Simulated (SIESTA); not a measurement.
CuO (Tenorite) under changes of volume

One of the cells (10.135 Å³/atom); the others are scaled copies at fixed shape and fractional positions:

```
CELL_PARAMETERS angstrom
2.34185 -1.71130 0.00000
2.34185 1.71130 0.00000
-0.85003 0.00000 5.05787
ATOMIC_POSITIONS crystal
Cu 0.50000 0.00000 0.50000
Cu 0.00000 0.50000 0.00000
O 0.41840 0.58160 0.75000
O 0.58160 0.41840 0.25000
```

```yaml
Program: SIESTA 5.4.2
Functional: vdW-DF
Potentials_or_basis: PseudoDojo 0.4 standard (PBE files)
Basis: DZP (energy shift 0.002 Ry)
Grid_cutoff: 800 Ry
Energy_shift: 0.002 Ry
k_mesh: 10 × 10 × 5
Occupations: fermi-dirac, width 0.05 eV
Spin: no spin polarisation
```

```csv
volume (Å³/atom),energy over the lowest point (meV/atom),pressure (GPa),largest force (eV/Å)
9.527,118.89,29.7,0.290
9.730,84.87,24.3,0.207
9.932,?,?,?
10.135,35.69,15.0,0.060
10.338,19.28,11.1,0.004
10.540,7.51,7.6,0.064
10.743,0.00,4.4,0.119
```

Q: What does the run at 9.932 Å³/atom give?

A: Energy over the lowest point 57.32 meV/atom; pressure 19.4 GPa; largest force 0.130 eV/Å.

Worked out: A Birch-Murnaghan fit of order 3 (a polynomial in V^(-2/3)) to the other rows has its minimum at 11.06 Å³/atom, just outside them, with B0 = V·E''(V) = 139 GPa and B' = 4.7 at fixed shape and positions, which overstates the stiffness. It gives 57.45 meV/atom at 9.932 Å³/atom, against the run's 57.32, and -dE/dV = 19.4 GPa, against 19.4.

Energies are extrapolated to zero smearing.

Caveats: semicore shells carry a single zeta, which can move pressures by several GPa and volumes by a few percent; the potentials were made for another functional, which shifts forces and pressure; the basis of atomic orbitals isn't converged, which shifts pressures, moduli and gaps; the run has no spin polarisation, though such a crystal can be magnetic.
